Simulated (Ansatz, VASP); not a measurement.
Two plane-wave programs on TiC

INCAR

```
SYSTEM = TiC
  PREC = Accurate
  ENCUT = 520
  EDIFF = 1E-7
  ISMEAR = -1
  SIGMA = 0.1
  LREAL = .False.
  LASPH = .True.
  NELM = 100
  ALGO = Normal
  ISIF = 2
  LWAVE = .False.
  LCHARG = .True.
  GGA = PE
  LELF = .True.
  LVHAR = .True.
  NBANDS = 15
```

Contents of KPOINTS:

```
Automatic mesh
0
Gamma
  6 6 6
  0 0 0
```

File POSCAR:

```
TiC
1.0
   -0.0248100000      2.0830400000      2.1335600000
    2.1483200000     -0.0539000000      2.1626500000
    2.1397300000      2.1035300000     -0.0453100000
Ti C
1 1
Direct
    0.9257500000      0.0040000000      0.0310000000
    0.4222100000      0.5576400000      0.5496500000
```

Input for Ansatz:

```yaml
crystal:
  lattice:
    - [-0.02481, 2.08304, 2.13356]
    - [2.14832, -0.0539, 2.16265]
    - [2.13973, 2.10353, -0.04531]
  atoms:
    - { symbol: Ti, position: [0.92575, 0.004, 0.031] }
    - { symbol: C, position: [0.42221, 0.55764, 0.54965] }
basis:
  ecutwfc: 540.0
  xc_grid: 2
kpoints:
  mp_grid:
    grid: [6, 6, 6]
hamiltonian:
  xc: pbe
scf:
  convergence:
    dr2_threshold: 1.0e-09
  occupations:
    method: fermi_dirac
output:
  forces: true
  stress: true
```

Alike in both runs: task single point; functional PBE; k mesh 6 × 6 × 6; no spin polarisation.

|  | VASP | Ansatz |
| --- | --- | --- |
| version | VASP 6.6.1 | Ansatz 0.2.0 |
| potentials or method | VASP PAW PBE potentials, release 64 (Ti_sv, C) | plane waves, PAW |
| plane-wave cutoff (eV) | 520 | 540 |
| occupations | fermi-dirac, width 0.1 eV | fermi-dirac |
| valence electrons in the cell | 16 | 16 |

|  | VASP | Ansatz | Ansatz less VASP |
| --- | --- | --- | --- |
| pressure (GPa) | 11.1 | 10.9 | -0.22 |
| largest component of the traceless stress (GPa) | 5.61 | 5.64 | +0.031 |
| rms of the force components (eV/Å) | 0.979 | 0.975 | -0.0044 |

Atom by atom the forces differ by 0.004 eV/Å (rms over components). Ansatz warned: «stress_scf_threshold_loose».

Caveats: the k mesh is coarse (spacing up to 0.42 Å⁻¹), so the values aren't converged; forces of over 1 eV/Å show positions far from the minimum, so gaps and moduli don't describe the material at rest.
